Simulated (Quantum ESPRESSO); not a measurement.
## Sn under changes of volume

One of the cells (27.353 Å³/atom); the others are scaled copies at fixed shape and fractional positions:

```xyz
1
Lattice="-2.0292 2.0292 1.6608 2.0292 -2.0292 1.6608 2.0292 2.0292 -1.6608" Properties=species:S:1:pos:R:3 pbc="T T T"
Sn    0.0000    0.0000    0.0000
```

This isn't the form of Sn at room conditions, which is tetragonal (white tin).

```yaml
Program: Quantum ESPRESSO 7.5
Functional: r2SCAN
Potentials_or_basis: SG15 PBE 1.2
Cutoff: 952 eV
Density_cutoff: 3810 eV
k_mesh: 8 × 8 × 8
Occupations: fermi-dirac, width 0.05 eV
Spin: no spin polarisation
```

| volume (Å³/atom) | energy over the lowest point (meV/atom) | pressure (GPa) |
| --- | --- | --- |
| 25.712 | 3.95 | 1.7 |
| 26.259 | 0.00 | 0.4 |
| 26.806 | 0.17 | -0.7 |
| 27.353 | 4.10 | -1.7 |
| 27.901 | ? | ? |
| 28.448 | 21.79 | -3.5 |
| 28.995 | 34.83 | -4.2 |

Task: What does the run at 27.901 Å³/atom give?

Result: Energy over the lowest point 11.43 meV/atom; pressure -2.6 GPa.

Worked out: A Birch-Murnaghan fit of order 3 (a polynomial in V^(-2/3)) to the other rows has its minimum at 26.50 Å³/atom with B0 = V·E''(V) = 56 GPa and B' = 4.2 at fixed shape and positions, which overstates the stiffness. It gives 11.43 meV/atom at 27.901 Å³/atom, against the run's 11.43, and -dE/dV = -2.6 GPa, against -2.6.

Energies are extrapolated to zero smearing.

Caveats: the potentials were made for another functional, which shifts forces and pressure.
